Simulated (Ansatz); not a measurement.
# Black arsenene monolayer in a perpendicular field, part 2 of 3

What dipole does a perpendicular field induce in the black arsenene monolayer, and does the gap follow? A positive field points along +c.

Ansatz 0.2.0; plane-wave DFT, PBE-D3(BJ), Ansatz PAW.

So far. Step 2 (Relaxing the slab): The lattice constant a goes from 4.750 to 4.516 Å.

## 3. Single point, field 0

A sawtooth potential applies the field, turning back in the middle of the vacuum. With the dipole correction the typed value is the field outside the slab. The induced dipole is small, so the SCF threshold is tight.

The cell differs from the one that the last finished run ended in (c 28.760 → 20.405 Å).

Input file input.yaml:

```yaml
crystal:
  lattice:
    - [4.5155377861, 0.0, 0.0]
    - [0.0, 3.6968538025, 0.0]
    - [0.0, 0.0, 20.4045284577]
  atoms:
    - { symbol: As, position: [0.0629902471, 0.0, 0.4410797429] }
    - { symbol: As, position: [0.4370882189, 0.5, 0.4410785585] }
    - { symbol: As, position: [0.9370097529, 0.0, 0.5589202571] }
    - { symbol: As, position: [0.5629117811, 0.5, 0.5589214415] }
kpoints:
  mp_grid: { grid: [10, 12, 1] }
  band_path:
    path:
      - [0, 0, 0]
      - [0.5, 0, 0]
      - [0.5, 0.5, 0]
      - [0, 0, 0]
      - [0, 0.5, 0]
      - [0.5, 0.5, 0]
    npoints: 16
hamiltonian:
  xc: pbe
  dispersion: d3bj
scf:
  occupations: { method: fermi_dirac, width: 0.05 }
  convergence: { dr2_threshold: 1.0e-10 }
efield:
  axis: 3
  dipole_correction: true
  ramp_position: 0.97
  ramp_width: 0.06
  amplitude: 0
output:
  dos: { projected: true, e_range: [-6, 5] }
  bader: true
  write_potential: true
  write_density: true
  volumetric_format: npy
  elf: true
```

On the command line:

```
ansatz run input.yaml --threads 2 --pin off --max-ram 3072MiB --backend cpu --events-out ev --progress --plain --runs-dir out
```

Numbers of over 12 decimals in the logs are rounded to 6 here.

The log of the run:

```text
[...]
Crystal: 4 atoms, lattice volume = 340.619 Å³
Basis set: ecut = 420 eV, 6655 PW (Γ)
Bands: 36, of which v1, the nominal top of the filled ones, is band 30 counted from 1 (29 counted from 0)
Symmetry: 2 space group operations
k-points: 42 of 120 (time reversal used)
[...]
SCF iter   1: F=—  HF=-19425.391640 eV  |F-HF|=—  |Δ(HF+E_count)|=         —  Δρ=1.07e-3  dr2=4.64e-3  ethr=1.77e-3  p=-0.000 e·Å  D=-4.92e-15 V/Å  ΔV_dip=0.00 eV  dr2_dipole=1.77e-12  V_vac-E_F(+/−)=4.13/4.13 eV  ⟨swp⟩=7.0  Hψ=6363  notcnv=0
efield: sawtooth ramp at fractional position 0.9700 (set: `efield.ramp_position`, or a place that a band, a saddle search or an elastic batch's reference lends), width 0.0600; the density the first Hamiltonian is built on has a dipole p = -0.000 e·Å; the dipole correction subtracts the counter field D = -4.92e-15 V/Å, which shifts the + side's vacuum level by +0.00 eV against the − side's; the planar-averaged density in the ramp window peaks in size at 8.7e-6 e/Å³
[...]
SCF iter   2: F=—  HF=-19425.392894 eV  |F-HF|=—  |Δ(HF+E_count)|=   1.25e-3  Δρ=4.81e-4  dr2=5.66e-4  ethr=7.74e-6  p=-0.000 e·Å  D=-4.37e-7 V/Å  ΔV_dip=0.00 eV  dr2_dipole=2.72e-10  V_vac-E_F(+/−)=4.10/4.10 eV  ⟨swp⟩=2.2  Hψ=3267  notcnv=0  defer=26
[...]
SCF iter  10: F=-19425.393878 eV  HF=-19425.393878 eV  |F-HF|=9.46e-11  |Δ(HF+E_count)|=  2.91e-11  Δρ=7.32e-8  dr2=3.02e-11  ethr=1.00e-12  p=-0.000 e·Å  D=-4.42e-9 V/Å  ΔV_dip=0.00 eV  dr2_dipole=2.00e-15  V_vac-E_F(+/−)=4.05/4.05 eV  ⟨swp⟩=7.4  Hψ=4844  notcnv=0
SCF 1 converged in 10 iterations: F = -19425.393878 eV  dr2 = 3.02e-11
[...]
NSCF: frozen V_eff on 81 k-points
efield: sawtooth ramp at fractional position 0.9700 (kept from the solve that this one continues, or follows in the run), width 0.0600; the density the first Hamiltonian is built on has a dipole p = -0.000 e·Å; the dipole correction subtracts the counter field D = -4.42e-9 V/Å, which shifts the + side's vacuum level by +0.00 eV against the − side's; the planar-averaged density in the ramp window peaks in size at 3.0e-7 e/Å³
WARN: The output density's exchange-correlation potential varies sharply where the density is thin. Do not read a vacuum level from v_tot or v_xc, or from such a field of the output density. On a cell that repeats whose density bears no net charge and no dipole along the vacuum's axis use v_es (v_loc + v_h of the components); under efield.dipole_correction with no amplitude use v_es + v_field, which holds any externa [...]
SCF converged after 10 iterations
Free energy (F): -19425.393878 eV
[...]
Internal energy: -19425.393732 eV  (E = F + TS)
E sigma→0 (E₀):  -19425.393805 eV
Entropy (-TS):   -0.000146 eV (-0.037 meV/atom)
Fermi energy:    -0.337270 eV
Dipole field:    D = 0.000000 V/Å  (p = 0.000000 e·Å, saw-weighted, corrected)
Work function:   Φ+ = 4.0474 eV   Φ− = 4.0474 eV
Levels:          The Fermi level and band energies are counted from a zero that moves with the ramp; work functions are not
[...]
--- Band table (eV; the first three rows and the last of 42) ---
  k-point 0: bands = [... 26 lower, -3.7225, -2.5316, -2.0611, -0.8172, -0.0987, 1.3201, 1.8942, 2.5997, ... 2 higher]
  k-point 1: bands = [... 26 lower, -3.9294, -2.4842, -2.2764, -0.8787, -0.0329, 1.7817, 2.1771, 2.1933, ... 2 higher]
  k-point 2: bands = [... 26 lower, -4.3094, -2.6373, -2.3601, -1.0723, 0.1622, 1.3436, 2.3867, 2.8230, ... 2 higher]
  k-point 41: bands = [... 26 lower, -4.7891, -4.7885, -2.3591, -2.3581, 1.8883, 1.8894, 4.0001, 4.0004, ... 2 higher]
--- Bader charges: 4 sites ---
  site symbol  charge [e]  shift [e]
     0     As     -0.0001     0.0000
     1     As      0.0000     0.0000
     2     As      0.0000     0.0000
     3     As      0.0000     0.0000
  estimated error of the sums over rays = 2.2e-4 e
```

It took 1.9 min on 2 threads of AMD EPYC 7R43, shared host; peak memory 0.93 GiB.

Numbers from this step:

* energy at zero smearing: -19425.3938 eV
* dipole along the normal: 7.84e-8 e·Å
* gap along the path: 0.3946 eV
* smallest direct gap along the path: 0.5266 eV
* ionisation energy, upper face: 4.203 eV
* electron affinity, upper face: 3.809 eV
* gap, the smaller of path and mesh: 0.3946 eV

Running mean over a fixed 2.7 Å (it still follows the layers) of the planar mean; the ramp of the sawtooth is left out. Table of electron's electrostatic potential energy less the Fermi level by z:

z (Å), electron's electrostatic potential energy less the Fermi level (eV) and a bar from the least value:
```
     2.83       4.05 ##############################
     3.26       4.05 ##############################
     3.68       4.05 ##############################
     3.97       4.05 ##############################
     4.39       4.05 ##############################
     4.82       4.05 ##############################
     5.24       4.04 ##############################
     5.67       4.03 ##############################
     5.95       4.00 ##############################
     6.38       3.87 #############################
     6.80       3.44 ###########################
     7.23       2.28 #######################
     7.65       1.01 #################
     8.08      -0.29 ############
     8.36      -1.19 ########
     8.79      -1.95 #####
     9.21      -2.41 ###
     9.64      -3.01 
    10.06      -3.04 
    10.34      -3.04 
    10.77      -3.01 
    11.19      -2.41 ###
    11.62      -1.95 #####
    12.04      -1.19 ########
    12.33      -0.29 ############
    12.75       1.01 #################
    13.18       2.28 #######################
    13.60       3.44 ###########################
    14.03       3.87 #############################
    14.45       4.00 ##############################
    14.74       4.03 ##############################
    15.16       4.04 ##############################
    15.59       4.05 ##############################
    16.01       4.05 ##############################
    16.44       4.05 ##############################
    16.72       4.05 ##############################
    17.15       4.05 ##############################
    17.57       4.05 ##############################
```

The density of states has structure finer than the step of the table below, so its rows give means over 0.2 eV, whole bins alone (the curve runs from -6 to 2.22 eV). Peaks (eV: height): -4.29: 4.32, -2.20: 4.57, -2.03: 4.68, -1.37: 3.85, 1.42: 3.81, 1.94: 4.60, 2.16: 4.77.

Table of density of states by energy, zero at the Fermi level of the run, which the smearing sets inside the gap; means over each step:

| energy (eV) | density of states (states/eV a cell) |
| --- | --- |
| -5.8 | 0 |
| -5.6 | 0.577 |
| -5.4 | 1.64 |
| -5.2 | 1.48 |
| -5.0 | 1.84 |
| -4.8 | 2.23 |
| -4.6 | 2.34 |
| -4.4 | 3.35 |
| -4.2 | 3.66 |
| -4.0 | 2.42 |
| -3.8 | 1.85 |
| -3.6 | 2.09 |
| -3.4 | 2.66 |
| -3.2 | 2.65 |
| -3.0 | 2.49 |
| -2.8 | 2.38 |
| -2.6 | 2.58 |
| -2.4 | 2.78 |
| -2.2 | 3.77 |
| -2.0 | 3.56 |
| -1.8 | 3.04 |
| -1.6 | 2.69 |
| -1.4 | 3.04 |
| -1.2 | 1.55 |
| -1.0 | 1.28 |
| -0.8 | 1.06 |
| -0.6 | 0.762 |
| -0.4 | 0.227 |
| -0.2 | 0.0108 |
| 0.0 | 0 |
| 0.2 | 0.0473 |
| 0.4 | 0.488 |
| 0.6 | 1.17 |
| 0.8 | 2.52 |
| 1.0 | 2.38 |
| 1.2 | 2.72 |
| 1.4 | 3.32 |
| 1.6 | 2.59 |
| 1.8 | 2.62 |
| 2.0 | 4.25 |

Projected DOS per atom over height of the atomic layer and energy from the Fermi level. Layers: As2 As2 from below.

Ten even steps from '_' (0.01 states/eV) to '@' (0.95 states/eV), each cell a mean:
```
@@@@
****
####
****
::::
____
____
....
----
++++
####
@@@@
####
****
****
++++
++++
@@@@
++++
====
----
____
```
Columns: height of the atomic layer (Å) from 9.00 to 11.4; rows upwards: energy from the Fermi level (eV) from -5.96 to 2.23.

The electronic bands at the labelled points (eV, zero at the Fermi level of the run, which the smearing sets inside the gap):

| point | band 27 | band 28 | band 29 | band 30 | band 31 | band 32 | band 33 | band 34 |
| --- | --- | --- | --- | --- | --- | --- | --- | --- |
| Γ | -3.39 | -2.19 | -1.72 | -0.48 | 0.24 | 1.66 | 2.23 | 2.94 |
| halfway | -3.05 | -1.74 | -1.66 | -0.95 | 1.01 | 1.16 | 2.01 | 2.22 |
| X | -2.25 | -2.25 | -1.05 | -1.05 | 1.09 | 1.09 | 2.25 | 2.25 |
| halfway | -3.17 | -3.17 | -1.81 | -1.81 | 2.26 | 2.26 | 3.04 | 3.04 |
| S | -4.45 | -4.45 | -2.02 | -2.02 | 2.23 | 2.23 | 4.34 | 4.34 |
| halfway | -3.48 | -2.26 | -2.00 | -1.40 | 1.14 | 1.50 | 1.97 | 3.61 |
| Γ | -3.39 | -2.19 | -1.72 | -0.48 | 0.24 | 1.66 | 2.23 | 2.94 |
| halfway | -3.77 | -2.50 | -1.90 | -1.07 | 0.81 | 0.87 | 2.21 | 2.82 |
| Y | -2.64 | -2.64 | -2.30 | -2.30 | 0.79 | 0.79 | 1.17 | 1.17 |
| halfway | -3.69 | -3.69 | -2.01 | -2.01 | 1.71 | 1.71 | 2.61 | 2.61 |
| S | -4.45 | -4.45 | -2.02 | -2.02 | 2.23 | 2.23 | 4.34 | 4.34 |

Valence density in the ca plane at fractional y = 0.000, with atoms of As within 0.2 Å of it. It is the smooth field of the valence electrons, not physical close to the nuclei.

Ten steps, logarithmic in the rise over the least value, from '0' (0 e/Å³) to '9' (26 e/Å³), each cell a mean:
```
00000000000000000000013554223799621000000000
00000000000000000000011222112587410000000000
00000000000000000000000110011243210000000000
00000000000000000000000000001111100000000000
00000000000000000000000000000000000000000000
00000000000000000000000000000000000000000000
00000000000000000000000000000000000000000000
00000000000000000000000111000000000000000000
00000000000000000000001222100000000000000000
00000000000000000000013564211111100000000000
00000000000000000000125997322243210000000000
00000000000000000000125997322587421000000000
```
Columns run along c (16.0 Å, from fractional 0.02 to 0.80 of the cell), rows up along a (4.5 Å). Atoms in or near the plane, at fractional coordinates: As at (0.44, 0.06), As at (0.56, 0.94).

Electrostatic potential energy in the ca plane at fractional y = 0.000, with atoms of As within 0.2 Å of it. With pseudopotentials it is smooth inside the atoms' cores, unlike the true potential.

Ten even steps from '0' (-16 eV) to '9' (4 eV), each cell a mean:
```
99999999999999999999860230250599327999999999
99999999999999999999985224661276038999999999
99999999999999999999998878885100268999999999
99999999999999999999999999988655789999999999
99999999999999999999999999999888899999999999
99999999999999999999999999999999999999999999
99999999999999999999999889999999999999999999
99999999999999999999988777899999999999999999
99999999999999999999874213689888999999999999
99999999999999999999850230277656799999999999
99999999999999999999722995055100279999999999
99999999999999999999822995051287048999999999
```
Columns run along c (16.0 Å, from fractional 0.02 to 0.80 of the cell; values clipped at the 3rd and 97th percentile), rows up along a (4.5 Å). Atoms in or near the plane, at fractional coordinates: As at (0.44, 0.06), As at (0.56, 0.94).

ELF in the ca plane at fractional y = 0.000, with atoms of As within 0.2 Å of it. It is the smooth field of the valence electrons, not physical close to the nuclei.

Ten even steps from '0' (0.00) to '9' (0.87), each cell a mean:
```
00000000000000000148999766786323699741000000
00000000000000000025899987666423677520000000
00000000000000000001357764345555654200000000
00000000000000000000011111113455421000000000
00000000000000000000000000001232210000000000
00000000000000000000000000000111000000000000
00000000000000000000001121100000000000000000
00000000000000000000013444210000000000000000
00000000000000000001245555421234431000000000
00000000000000000013676545555678986310000000
00000000000000000136886323677778999741000000
00000000000000000258997324787535899852000000
```
Columns run along c (16.0 Å, from fractional 0.02 to 0.80 of the cell), rows up along a (4.5 Å). Atoms in or near the plane, at fractional coordinates: As at (0.44, 0.06), As at (0.56, 0.94).

The gap is 0.39 eV, with the valence edge 4.20 eV and the conduction edge 3.81 eV under the upper vacuum level.

## 4. Single point, field 0.1 V/Å

Edit input.yaml of step 3 so:

```diff
@@ -32,6 +32,4 @@
   ramp_width: 0.06
-  amplitude: 0
+  amplitude: 0.1
 output:
-  dos: { projected: true, e_range: [-6, 5] }
-  bader: true
   write_potential: true
@@ -39,2 +37 @@
   volumetric_format: npy
-  elf: true
```

The log of the run:

```text
[...]
Crystal: 4 atoms, lattice volume = 340.619 Å³
Basis set: ecut = 420 eV, 6655 PW (Γ)
Bands: 36, of which v1, the nominal top of the filled ones, is band 30 counted from 1 (29 counted from 0)
Symmetry: 2 space group operations
k-points: 42 of 120 (time reversal used)
[...]
k-point 0: bands = [... 26 lower, -3.7230, -2.5322, -2.0616, -0.8177, -0.0998, 1.3195, 1.8937, 2.5992, ... 2 higher]
  k-point 1: bands = [... 26 lower, -3.9299, -2.4847, -2.2769, -0.8792, -0.0341, 1.7811, 2.1766, 2.1927, ... 2 higher]
  k-point 2: bands = [... 26 lower, -4.3099, -2.6377, -2.3606, -1.0727, 0.1610, 1.3431, 2.3861, 2.8226, ... 2 higher]
  k-point 41: bands = [... 26 lower, -4.7896, -4.7890, -2.3596, -2.3586, 1.8876, 1.8887, 3.9995, 3.9999, ... 2 higher]
[key lines of the parts left out:]
SCF converged after 11 iterations
Free energy (F): -19425.396197 eV
Fermi energy:    -0.338100 eV
Dipole field:    D = 0.024643 V/Å  (p = 0.046388 e·Å, saw-weighted, corrected)
```

The job ended after 71 s (2 threads; peak memory 0.83 GiB).

The dipole is 0.0464 e·Å, and the gap 0.394 eV.

## 5. Atoms held, field -0.1 V/Å

Edit input.yaml of step 4 so:

```diff
@@ -32,3 +32,3 @@
   ramp_width: 0.06
-  amplitude: 0.1
+  amplitude: -0.1
 output:
```

The log of the run:

```text
[...]
Crystal: 4 atoms, lattice volume = 340.619 Å³
Basis set: ecut = 420 eV, 6655 PW (Γ)
Bands: 36, of which v1, the nominal top of the filled ones, is band 30 counted from 1 (29 counted from 0)
Symmetry: 2 space group operations
k-points: 42 of 120 (time reversal used)
[...]
k-point 0: bands = [... 26 lower, -3.7230, -2.5322, -2.0616, -0.8177, -0.0998, 1.3195, 1.8937, 2.5992, ... 2 higher]
  k-point 1: bands = [... 26 lower, -3.9299, -2.4847, -2.2769, -0.8792, -0.0341, 1.7811, 2.1766, 2.1927, ... 2 higher]
  k-point 2: bands = [... 26 lower, -4.3099, -2.6377, -2.3606, -1.0727, 0.1610, 1.3431, 2.3861, 2.8226, ... 2 higher]
  k-point 41: bands = [... 26 lower, -4.7896, -4.7890, -2.3596, -2.3586, 1.8876, 1.8887, 3.9995, 3.9999, ... 2 higher]
[key lines of the parts left out:]
SCF converged after 11 iterations
Free energy (F): -19425.396197 eV
Fermi energy:    -0.338100 eV
Dipole field:    D = -0.024643 V/Å  (p = -0.046388 e·Å, saw-weighted, corrected)
```

It took 57 s on 2 threads; peak memory 0.84 GiB; 1.9 min of CPU time.

The dipole is -0.0464 e·Å, and the gap 0.394 eV.

## 6. Atoms held, field 0.2 V/Å

Edit input.yaml of step 5 so:

```diff
@@ -32,3 +32,3 @@
   ramp_width: 0.06
-  amplitude: -0.1
+  amplitude: 0.2
 output:
```

The log of the run:

```text
[...]
Crystal: 4 atoms, lattice volume = 340.619 Å³
Basis set: ecut = 420 eV, 6655 PW (Γ)
Bands: 36, of which v1, the nominal top of the filled ones, is band 30 counted from 1 (29 counted from 0)
Symmetry: 2 space group operations
k-points: 42 of 120 (time reversal used)
[...]
k-point 0: bands = [... 26 lower, -3.7245, -2.5337, -2.0630, -0.8192, -0.1034, 1.3179, 1.8923, 2.5976, ... 2 higher]
  k-point 1: bands = [... 26 lower, -3.9314, -2.4863, -2.2784, -0.8807, -0.0376, 1.7795, 2.1752, 2.1910, ... 2 higher]
  k-point 2: bands = [... 26 lower, -4.3115, -2.6392, -2.3622, -1.0742, 0.1576, 1.3415, 2.3845, 2.8211, ... 2 higher]
  k-point 41: bands = [... 26 lower, -4.7911, -4.7905, -2.3611, -2.3601, 1.8857, 1.8868, 3.9979, 3.9983, ... 2 higher]
[key lines of the parts left out:]
SCF converged after 11 iterations
Free energy (F): -19425.403156 eV
Fermi energy:    -0.340618 eV
Dipole field:    D = 0.049295 V/Å  (p = 0.092792 e·Å, saw-weighted, corrected)
```

Run time: 57 s. Hardware: 2 threads; peak memory 0.86 GiB; 1.9 min of CPU time.

The dipole is 0.0928 e·Å, and the gap 0.392 eV.

## 7. Atoms held, field -0.2 V/Å

Edit input.yaml of step 6 so:

```diff
@@ -32,3 +32,3 @@
   ramp_width: 0.06
-  amplitude: 0.2
+  amplitude: -0.2
 output:
```

The log of the run:

```text
[...]
Crystal: 4 atoms, lattice volume = 340.619 Å³
Basis set: ecut = 420 eV, 6655 PW (Γ)
Bands: 36, of which v1, the nominal top of the filled ones, is band 30 counted from 1 (29 counted from 0)
Symmetry: 2 space group operations
k-points: 42 of 120 (time reversal used)
[...]
k-point 0: bands = [... 26 lower, -3.7245, -2.5337, -2.0630, -0.8192, -0.1034, 1.3179, 1.8923, 2.5976, ... 2 higher]
  k-point 1: bands = [... 26 lower, -3.9314, -2.4863, -2.2784, -0.8807, -0.0376, 1.7795, 2.1752, 2.1910, ... 2 higher]
  k-point 2: bands = [... 26 lower, -4.3115, -2.6392, -2.3622, -1.0742, 0.1576, 1.3415, 2.3845, 2.8211, ... 2 higher]
  k-point 41: bands = [... 26 lower, -4.7911, -4.7905, -2.3611, -2.3601, 1.8857, 1.8868, 3.9979, 3.9983, ... 2 higher]
[key lines of the parts left out:]
SCF converged after 11 iterations
Free energy (F): -19425.403156 eV
Fermi energy:    -0.340618 eV
Dipole field:    D = -0.049295 V/Å  (p = -0.092792 e·Å, saw-weighted, corrected)
```

The job ended after 61 s (2 threads; peak memory 0.84 GiB; 2 min of CPU time).

The dipole is -0.0928 e·Å, and the gap 0.392 eV.

## 8. Single point, field 0.35 V/Å

Edit input.yaml of step 7 so:

```diff
@@ -32,4 +32,6 @@
   ramp_width: 0.06
-  amplitude: -0.2
+  amplitude: 0.35
 output:
+  dos: { projected: true, e_range: [-6, 5] }
+  bader: true
   write_potential: true
@@ -37 +39,2 @@
   volumetric_format: npy
+  elf: true
```

The log of the run:

```text
[...]
Crystal: 4 atoms, lattice volume = 340.619 Å³
Basis set: ecut = 420 eV, 6655 PW (Γ)
Bands: 36, of which v1, the nominal top of the filled ones, is band 30 counted from 1 (29 counted from 0)
Symmetry: 2 space group operations
k-points: 42 of 120 (time reversal used)
[...]
k-point 2: bands = [... 26 lower, -4.3158, -2.6433, -2.3665, -1.0784, 0.1477, 1.3369, 2.3800, 2.5982, ... 2 higher]
  k-point 41: bands = [... 26 lower, -4.7951, -4.7945, -2.3653, -2.3643, 1.8804, 1.8815, 3.9934, 3.9938, ... 2 higher]
--- Bader charges: 4 sites ---
  site symbol  charge [e]  shift [e]
     0     As     -0.0189     0.0000
     1     As     -0.0188     0.0000
     2     As      0.0188     0.0000
     3     As      0.0189     0.0000
  estimated error of the sums over rays = 3.3e-4 e
[key lines of the parts left out:]
SCF converged after 11 iterations
Free energy (F): -19425.422299 eV
Fermi energy:    -0.347698 eV
Dipole field:    D = 0.086311 V/Å  (p = 0.162469 e·Å, saw-weighted, corrected)
```

It took 1.9 min on 2 threads; peak memory 0.94 GiB; 3.6 min of CPU time.

The dipole is 0.162 e·Å, and the gap 0.386 eV.

(Part 2 of 3 ends here.)

[Logs are printed without paths, hosts, clocks, repeated set-up lines and the standing remarks that a program may print on its own settings, such as how far it seeks lower states.]

[Hosts, paths, dates, database ids (printed as entryN), source tags and the programs' standing remarks are cut or masked in the printed files.]

[Maps of the electrostatic potential energy from Ansatz leave out the sawtooth potential of an applied field or a dipole correction, so their vacuum need not be flat; planar profiles and work functions include it.]
